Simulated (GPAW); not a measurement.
A run of GPAW 26.7.0 is set up as follows.

run.py

```python
from ase import Atoms
from ase.calculators.mixing import SumCalculator
from ase.filters import FrechetCellFilter
from ase.io import write
from ase.optimize import LBFGS
from dftd4.ase import DFTD4
from gpaw import GPAW, PW

atoms = Atoms(['Al'],
              cell=[[0.0, 2.024805, 2.024805],
                    [2.024805, 0.0, 2.024805],
                    [2.024805, 2.024805, 0.0]],
              scaled_positions=[[0.0, 0.0, 0.0]],
              pbc=True)

calc = GPAW(mode=PW(600),
            xc='RPBE',
            kpts={'size': (11, 11, 11), 'gamma': True},
            occupations={'name': 'fermi-dirac', 'width': 0.05},
            nbands=7,
            convergence={'density': 1e-05, 'forces': 0.0001},
            maxiter=150,
            txt='gpaw.txt')
atoms.calc = SumCalculator([calc, DFTD4(method='rpbe')])
opt = LBFGS(FrechetCellFilter(atoms), trajectory='relax.traj', logfile='-')
done = opt.run(fmax=0.02, steps=60)
calc.write('gs.gpw')
write('result.traj', atoms)
print('Converged:', done)
print('Cell:', atoms.cell.cellpar().round(4))
print('Volume:', round(atoms.get_volume(), 4))
print(atoms.get_scaled_positions().round(5))
```

Potentials or basis: the program's PAW data sets (release 1.2.1) made for this functional, pw.

Command:

```console
$ OMP_NUM_THREADS=1 python run.py
```

Task: What does it give for the band gap on the k mesh?

Result: None (metal or under the smearing width).

Task: Predict the space group after relaxing (to 0.05 Å).

Result: Fm-3m (No. 225).

Task: What does it give for the relaxed cell?

Result: a = 2.807 Å, b = 2.807 Å, c = 2.807 Å, α = 60.00°, β = 60.00°, γ = 60.00°.

The path:
| step | energy change (eV) | largest force (eV/Å) | pressure (GPa) | volume (Å³) |
| --- | --- | --- | --- | --- |
| 1 | 0.0000 | 0.0000 | -4.80 | 16.60 |
| 2 | -0.0088 | 0.0000 | -3.23 | 16.25 |
| 3 | -0.0151 | 0.0000 | 0.25 | 15.60 |
| 4 | -0.0152 | 0.0000 | -0.01 | 15.64 |

Caveat: later steps reuse the first step's grids; pairwise dispersion overbinds metals, which lowers pressure and volume.

The cell as given is a measured one (16.60 Å³/atom); RPBE+D4 puts the equilibrium volume -5.8 % from it, thermal expansion not counted.
